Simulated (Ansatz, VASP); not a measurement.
# One calculation of BeTe, two programs

```
Te Be
1.0
     0.00000    2.77000    2.77000
     2.77000    0.00000    2.77000
     2.77000    2.77000    0.00000
Te Be
1 1
Cartesian
  4.1550 4.1550 4.1550
  0.0000 0.0000 0.0000
```

Alike in both runs: task single point; functional PBE; k mesh 8 × 8 × 8; occupations gaussian, width 0.027 eV; no spin polarisation.

```csv
,VASP,Ansatz
version,VASP 6.6.1,Ansatz 0.2.0
potentials or method,"VASP PAW PBE potentials, release 64 (Te, Be)",Ansatz PAW
plane-wave cutoff (eV),520,420
valence electrons in the cell,8,18
```

VASP gave:

* gap on the k mesh at the Fermi level (eV): 1.85
* least direct gap on the mesh (eV): 3.56
* pressure (GPa): 4.5

**Question.** Which values does Ansatz return?

**Answer.** gap on the k mesh at the Fermi level (eV): 1.86; least direct gap on the mesh (eV): 3.59; pressure (GPa): 4.3.

The two sets of potentials don't hold the same shells in valence.

Caveats: spin-orbit coupling is left out, which moves the levels of the heavy elements. As with any semilocal functional, this PBE gap is likely too small. A k mesh can miss the band edges.
